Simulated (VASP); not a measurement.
Write the native input for VASP 6.6.1 that does the following.

```
Task                   : relaxation of cell and atoms
Functional             : LDA
Potentials or basis    : VASP PAW LDA potentials, release 64 (Al, O)
Cutoff                 : 600 eV
k mesh                 : 9 × 9 × 7
Occupations            : gaussian, width 0.03 eV
Spin                   : no spin polarisation
Further INCAR settings : ALGO = Normal; EDIFF = 1e-07; IBRION = 2; EDIFFG = -0.005; NSW = 90; ISIF = 3
```

The structure of Al2O3 (Corundum) lies in POSCAR:

```
Al2O3                                   
1.0
    2.3658704240      1.3659359261      4.2984235288
   -2.3658704240      1.3659359261      4.2984235288
   -0.0000000000     -2.7318718523      4.2984235288
  Al              O             
     4     6
Direct
     0.3519642103180102    0.3519642103180102    0.3519642103180103
     0.1480357896819898    0.1480357896819898    0.1480357896819897
     0.6480357896819899    0.6480357896819899    0.6480357896819898
     0.8519642103180101    0.8519642103180101    0.8519642103180102
     0.5557614501482705    0.9442385498517295    0.2500000000000000
     0.2499999999999999    0.5557614501482705    0.9442385498517295
     0.9442385498517295    0.2500000000000001    0.5557614501482705
     0.4442385498517294    0.0557614501482706    0.7500000000000000
     0.7500000000000000    0.4442385498517294    0.0557614501482706
     0.0557614501482705    0.7500000000000000    0.4442385498517294
```

The input as run:

INCAR

```
SYSTEM = Al2O3
PREC = Accurate
ENCUT = 600
EDIFF = 1E-7
ISMEAR = 0
SIGMA = 0.03
LREAL = .FALSE.
LASPH = .TRUE.
NELM = 80
ALGO = Normal
ISIF = 3
LWAVE = .FALSE.
LCHARG = .FALSE.
GGA = CA
IBRION = 2
NSW = 90
EDIFFG = -0.005
KPAR = 2
```

KPOINTS

```
Automatic mesh
0
G
  9 9 7
  0 0 0
```

Potentials or basis: VASP PAW LDA potentials, release 64 (Al, O).

Run with:

```bash
$ cat potpaw_LDA.64/Al/POTCAR potpaw_LDA.64/O/POTCAR > POTCAR
$ mpirun -np 2 vasp_std > vasp.out
```

It gave:

```json
{
 "Relaxed volume": "8.34 Å³/atom",
 "Relaxed cell": "a = 5.094 Å, b = 5.094 Å, c = 5.094 Å, α = 55.36°, β = 55.36°, γ = 55.36°",
 "Space group after relaxing (to 0.05 Å)": "R-3c (No. 167)",
 "Energy gained by relaxing": "0.0 meV/atom",
 "Ionic steps": "3",
 "Pressure after relaxing": "0.0 GPa",
 "Largest force after relaxing": "0.004 eV/Å",
 "Band gap on the k mesh": "6.42 eV, direct"
}
```

Caveat: an odd mesh through Γ misses points on the zone boundary, where band edges often lie.

Run time: 5 min on 2 MPI ranks on Intel(R) Xeon(R) 6975P-C (Granite Rapids), on a shared host, peak memory 0.46 GiB a rank.
